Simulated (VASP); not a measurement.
## AlN: equation of state with PBEsol

The system is AlN.

```
CELL_PARAMETERS angstrom
3.11300 0.00000 0.00000
-1.55650 2.69594 0.00000
0.00000 0.00000 4.98100
ATOMIC_POSITIONS crystal
Al 0.66667 0.33333 0.50000
Al 0.33333 0.66667 0.00000
N 0.66667 0.33333 0.88000
N 0.33333 0.66667 0.38000
```

```yaml
Program: VASP 6.6.1
Task: equation of state
Functional: PBEsol
Potentials_or_basis: VASP PAW PBE potentials, release 64 (Al, N)
Cutoff: 520 eV
k_mesh: 10 × 10 × 6
Occupations: fermi-dirac, width 0.05 eV
Spin: no spin polarisation
Ladder: free
Further_INCAR_settings: ALGO = Normal; EDIFF = 1e-07; NBANDS = 16
```

```yaml
Equilibrium_volume: 10.47 Å³/atom
Bulk_modulus_at_fixed_shape_and_positions: 202 GPa
Pressure_derivative_of_the_bulk_modulus: 3.9
```

Energy against volume, from the lowest point:
```tsv
volume (Å³/atom)	energy (meV/atom)
9.824	27.67
10.033	12.17
10.242	3.15
10.451	0.00
10.660	2.16
10.869	9.14
11.078	20.49
```

All runs of the series together: 81 s on 1 thread of Intel(R) Xeon(R) 6975P-C (Granite Rapids), on a shared host.

Caveat: the cell was scaled at fixed shape and fractional positions, which overstates the stiffness of a crystal with free parameters, most of all of layers and chains; the PAW data sets were made with another functional, which shifts forces and pressure a little.
